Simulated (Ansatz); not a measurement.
Write the native input for Ansatz 0.2.0 that does the following.

| Item | Value |
| --- | --- |
| Task | band structure |
| Functional | LDA |
| Potentials or basis | Ansatz PAW |
| Cutoff | 420 eV (not typed: the program's choice for these potentials) |
| k mesh | 8 × 8 × 8 |
| Occupations | fermi-dirac, width 0.05 eV |
| Spin | no spin polarisation |
| Hubbard terms | Ag d U = 1 eV |
| Path | [["G", "X", "W", "K", "G", "L", "U", "W", "L", "K"], ["U", "X"]] |
| Points for each segment of the path | 14 |
| Hubbard projectors | ortho-atomic (the default) |
| Double counting | fll (the default) |

The system is AgBr.

```
Ag Br
1.0
     0.00000    2.87015    2.87015
     2.87015    0.00000    2.87015
     2.87015    2.87015    0.00000
Ag Br
1 1
Direct
  0.00000 0.00000 0.00000
  0.50000 0.50000 0.50000
```

These files were run (other wordings do the same):

input.yaml

```yaml
crystal:
  lattice:
    - [0.0, 2.87015, 2.87015]
    - [2.87015, 0.0, 2.87015]
    - [2.87015, 2.87015, 0.0]
  atoms:
    - { symbol: Ag, position: [0.0, 0.0, 0.0] }
    - { symbol: Br, position: [0.5, 0.5, 0.5] }
hamiltonian:
  xc: lda
  pseudopotentials: { kind: paw }
  hubbard: { sites: [{ species: Ag, l: d, u_eff: 1.0 }] }
kpoints:
  mp_grid: { grid: [8, 8, 8] }
  band_path:
    path:
      - [[0.0, 0.0, 0.0], [0.5, 0.0, 0.5], [0.5, 0.25, 0.75], [0.375, 0.375, 0.75], [0.0, 0.0, 0.0], [0.5, 0.5, 0.5], [0.625, 0.25, 0.625], [0.5, 0.25, 0.75], [0.5, 0.5, 0.5], [0.375, 0.375, 0.75]]
      - [[0.625, 0.25, 0.625], [0.5, 0.0, 0.5]]
    npoints: 14
scf:
  occupations: { method: fermi_dirac, width: 0.05 }
  n_extra_bands: 6
output:
  forces: true
  stress: true
  eigenvalues: true
  fatbands: false
  write_density: true
  write_potential: true
  elf: true
  volumetric_format: npy
```

Potentials or basis: Ansatz PAW.

Run with:

```sh
$ ansatz run input.yaml --threads 2 --pin off --max-ram 5120MiB --backend cpu --events-out ev --progress --plain --runs-dir out
```

It gave:

```yaml
Pressure: -4.0 GPa
Band_gap_on_the_k_mesh: 0.55 eV, indirect (least direct gap 2.32 eV)
Band_gap_along_the_path: 0.55 eV, indirect (least direct gap 2.32 eV)
```

Caveat: the PAW data sets come from PBE, with cores solved anew for the run's functional, which leaves a small shift of forces and pressure.

Run time: 2.9 s on 2 threads of Arm Neoverse V1, on a shared host, peak memory 0.34 GiB.
